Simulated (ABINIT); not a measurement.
**Be in ABINIT: the effect of functional**

Crystal: Be.

```
CELL_PARAMETERS angstrom
2.28530 0.00000 0.00000
-1.14265 1.97913 0.00000
0.00000 0.00000 3.58420
ATOMIC_POSITIONS crystal
Be 0.66667 0.33333 0.75000
Be 0.33333 0.66667 0.25000
```

Alike in all runs:

| Item | Value |
| --- | --- |
| Program | ABINIT 10.8.3 (patched build) |
| Task | band structure |
| Potentials or basis | JTH PAW PBE v2.0 |
| Cutoff | 626 eV |
| k mesh | 13 × 13 × 8 |
| Occupations | fermi-dirac, width 0.05 eV |
| Spin | no spin polarisation |

```csv
functional,pressure (GPa)
PBE,-3.2
LDA,?
PBEsol,-4.3
RPBE,-0.2
BLYP,-2.8
AM05,-4.1
r2SCAN,-3.0
SCAN,-2.7
revPBE,-0.7
PW91,-3.3
WC,-4.0
```

Problem. What does the run with functional LDA give?

Solution. Pressure -8.6 GPa.

Caveats: the PAW data sets were made with another functional, which shifts forces and pressure a little (some runs).
